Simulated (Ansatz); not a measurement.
CaO under changes of volume

One of the cells (13.886 Å³/atom); the others are scaled copies at fixed shape and fractional positions:

```xyz
2
Lattice="0.0000 2.4036 2.4036 2.4036 0.0000 2.4036 2.4036 2.4036 0.0000" Properties=species:S:1:pos:R:3 pbc="T T T"
Ca    0.0000    0.0000    0.0000
O     2.4036    2.4036    2.4036
```

The cell is a database's computed one.

- Program: Ansatz 0.2.0
- Functional: PBE
- Potentials or basis: JTH PAW
- Cutoff: 1380 eV (not typed: the program's choice for these potentials)
- k mesh: 10 × 10 × 10
- Occupations: fermi-dirac, width 0.05 eV
- Spin: no spin polarisation

| volume (Å³/atom) | energy over the lowest point (meV/atom) | pressure (GPa) | gap on the mesh (eV) |
| --- | --- | --- | --- |
| 13.052 | 28.50 | 9.5 | 3.62 |
| 13.330 | 14.63 | 6.6 | 3.64 |
| 13.608 | 5.58 | 3.9 | 3.64 |
| 13.886 | ? | ? | ? |
| 14.163 | 0.00 | -0.6 | 3.65 |
| 14.441 | 2.66 | -2.5 | 3.66 |
| 14.719 | 8.46 | -4.2 | 3.66 |

Problem. What does the run at 13.886 Å³/atom give?

Solution. Energy over the lowest point 0.85 meV/atom; pressure 1.6 GPa; gap on the mesh 3.65 eV.

Worked out: A Birch-Murnaghan fit of order 3 (a polynomial in V^(-2/3)) to the other rows has its minimum at 14.09 Å³/atom with B0 = V·E''(V) = 105 GPa and B' = 4.3. It gives 0.85 meV/atom at 13.886 Å³/atom, against the run's 0.85, and -dE/dV = 1.6 GPa, against 1.6. A straight line through the other rows of the gap, of slope 0.304 eV per unit of ln V, gives 3.65 eV, against the run's 3.65.

Energies are extrapolated to zero smearing.

A mesh can miss the band edges.
